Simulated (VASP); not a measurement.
The system is CdF2.

```
Cd F
1.0
     0.00000    2.69400    2.69400
     2.69400    0.00000    2.69400
     2.69400    2.69400    0.00000
Cd F
1 2
Direct
  0.00000 0.00000 0.00000
  0.25000 0.25000 0.25000
  0.75000 0.75000 0.75000
```

```yaml
Program: VASP 6.6.1
Task: relaxation of cell and atoms
Functional: PBE
Potentials_or_basis: VASP PAW PBE potentials, release 64 (Cd, F)
Cutoff: 600 eV
k_mesh: 10 × 10 × 10
Occupations: gaussian, width 0.03 eV
Spin: no spin polarisation
```

At the start: pressure 6.0 GPa; volume 13.03 Å³/atom.

Q: How do energy, volume and symmetry change on relaxing?

A: Over 3 steps the energy falls by 13.4 meV/atom and the volume is 13.78 Å³/atom (+5.8 %); space group Fm-3m (No. 225, to 0.05 Å).

The path:
| step | energy change (eV) | largest force (eV/Å) | pressure (GPa) | volume (Å³) |
| --- | --- | --- | --- | --- |
| 1 | 0.0000 | 0.0000 | 6.03 | 39.10 |
| 2 | -0.0378 | 0.0000 | -1.27 | 41.95 |
| 3 | -0.0401 | 0.0000 | 0.02 | 41.35 |

Final structure:
```
Cd F
1.0
     0.00000    2.74473    2.74473
     2.74473    0.00000    2.74473
     2.74473    2.74473    0.00000
Cd F
1 2
Direct
  0.00000 0.00000 0.00000
  0.25000 0.25000 0.25000
  0.75000 0.75000 0.75000
```
